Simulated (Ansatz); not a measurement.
**Squeezing and stretching SnO₂**

Reference cell: a measured structure from the Crystallography Open Database (COD), ions relaxed with PBE at fixed cell.

Space group P4_2/mnm (No. 136); a = 4.7380, c = 3.1865 Å.

| site | Wyckoff | site symmetry | x | y | z |
| --- | --- | --- | --- | --- | --- |
| Sn | 2a | m.mm | 0.0000 | 0.0000 | 0.0000 |
| O | 4f | m.2m | 0.3054 | 0.3054 | 0.0000 |

One atom of each set is listed.

Method: Kohn–Sham DFT in Ansatz, PBE, plane waves and PAW, scalar-relativistic, 420 eV cutoff, Γ-centred 7×7×9 k-points, Fermi–Dirac smearing 0.02 eV.

The cell is scaled uniformly, and the ions relax again at each size.

| V/V₀ | pressure (GPa) | gap on the k-mesh (eV) |
| --- | --- | --- |
| 0.94 | 27.0 | 1.97 |
| 0.96 | 21.0 | 1.72 |
| 0.98 | 15.6 | 1.48 |
| 1.00 | 10.7 | 1.24 |
| 1.02 | 6.4 | 1.02 |
| 1.04 | ? | ? |
| 1.06 | -0.9 | 0.62 |

Question: Estimate the row at V/V₀ = 1.04 and the bulk modulus.

Answer: pressure (GPa): 2.5; gap on the k-mesh (eV): 0.82. Worked: a parabola in ln(V/V₀) through the other 6 rows gives 2.5 GPa there. It crosses zero pressure at V/V₀ = 1.054, the equilibrium volume of this functional, where the bulk modulus is B = −dP/d ln V = 174 GPa. The shape of the cell is held, so in this non-cubic crystal both values are those of uniform scaling, and B is an upper bound to the hydrostatic one. The gap falls as the cell grows, by 0.112 eV per per cent of volume.

PBE gaps are too small, by a third to a half in many semiconductors; their changes with volume are better.
